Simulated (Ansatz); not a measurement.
System: fluorite SrF2. Method: LC-ωPBE (Ansatz, a quantum-chemistry and plane-wave program, plane waves, PAW).

Numerical settings: plane-wave cutoff 460 eV, 8×8×8 k mesh, Fermi–Dirac smearing 0.01 eV, scalar-relativistic PAW data made under PBE.

Cell (relaxed at this level):

```
CELL_PARAMETERS angstrom
      0.00000     2.91004     2.91004
      2.91004     0.00000     2.91004
      2.91004     2.91004     0.00000
ATOMIC_POSITIONS crystal
  Sr 0.00000 0.00000 0.00000
  F  0.25000 0.25000 0.25000
  F  0.75000 0.75000 0.75000
```

Task: Estimate the bulk modulus, band gap, smallest direct gap on the k points sampled and pressure derivative B′ of the bulk modulus that the calculation returns.

Result: 
* **bulk modulus**: 68.4 GPa
* **band gap**: 14.52 eV (on the SCF k mesh)
* **smallest direct gap on the k points sampled**: 14.63 eV
* **pressure derivative B′ of the bulk modulus**: 4.7

Measured, for comparison: band gap 11.1 eV (temperature not stated, not corrected to a static lattice; as tabulated in Aguado et al. (1999), arXiv:cond-mat/9901145); bulk modulus 69 GPa (temperature not stated, not corrected to a static lattice; as tabulated in On the Morphology of Group II Metal Fluoride Nanocrystals at Finite Temperature …). Computed (rounded) less measured: bulk modulus -0.9 %.

Spin–orbit coupling is not included.

Computed values are for the static lattice.
